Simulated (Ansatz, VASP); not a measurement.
ZnH: VASP beside Ansatz

The input INCAR:

```
SYSTEM = ZnH
PREC = Accurate
ENCUT = 600
EDIFF = 1E-6
ISMEAR = 0
SIGMA = 0.1
LREAL = .False.
LASPH = .True.
NELM = 100
ALGO = Normal
ISIF = 3
LWAVE = .False.
LCHARG = .False.
GGA = PE
IBRION = 2
NSW = 90
EDIFFG = -0.04
```

KPOINTS

```
Automatic mesh
0
Gamma
  6 6 6
  0 0 0
```

File POSCAR:

```
ZnH
1.0
    0.0000000000      2.3347076100      2.3347076100
    2.3347076100      0.0000000000      2.3347076100
    2.3347076100      2.3347076100      0.0000000000
Zn H
1 1
Direct
    0.0000000000      0.0000000000      0.0000000000
    0.2500000000      0.2500000000      0.2500000000
```

Input for Ansatz:

```yaml
crystal:
  lattice:
    - [0.0, 2.33470761, 2.33470761]
    - [2.33470761, 0.0, 2.33470761]
    - [2.33470761, 2.33470761, 0.0]
  atoms:
    - { symbol: Zn, position: [0.0, 0.0, 0.0] }
    - { symbol: H, position: [0.25, 0.25, 0.25] }
basis:
  ecutwfc: 420
kpoints:
  mp_grid: { grid: [6, 6, 6] }
hamiltonian:
  xc: pbe
scf:
  occupations: { method: gaussian, width: 0.1 }
  lower_state_search: "off"
output:
  forces: true
  stress: true
  eigenvalues: true
relax:
  adjacent_minimum: "off"
  f_tol: 0.04
  max_steps: 70
  cell: { stress_tol: 0.4 }
```

Change from the starting cell: species swapped into the AlP type (F-43m, No. 216).

Alike in both runs: task relaxation of cell and atoms; functional PBE; k mesh 6 × 6 × 6; occupations gaussian, width 0.1 eV; no spin polarisation.

```csv
,VASP,Ansatz
version,VASP 6.6.1,Ansatz 0.2.0
potentials or method,"VASP PAW PBE potentials, release 64 (Zn, H)","scalar-relativistic, plane waves, PAW"
plane-wave cutoff (eV),600,420
valence electrons in the cell,13,13
```

```csv
,VASP,Ansatz,Ansatz less VASP
"gap on the k mesh at the Fermi level, each at its own relaxed structure (eV)",none,none,-
relaxed volume (Å³/atom),10.81,10.77,-0.037
relaxed cell length with the largest relative difference (Å),3.127,3.123,-0.0036
energy change over the relaxation (meV/atom),-41,-42,-0.8
```

A gap of «none» marks a metal or a gap that the smearing closes.

Caveats: the k mesh is coarse (spacing up to 0.39 Å⁻¹), so the values aren't converged; the volume moved by over 15 % at a fixed basis, so the end points are rough.
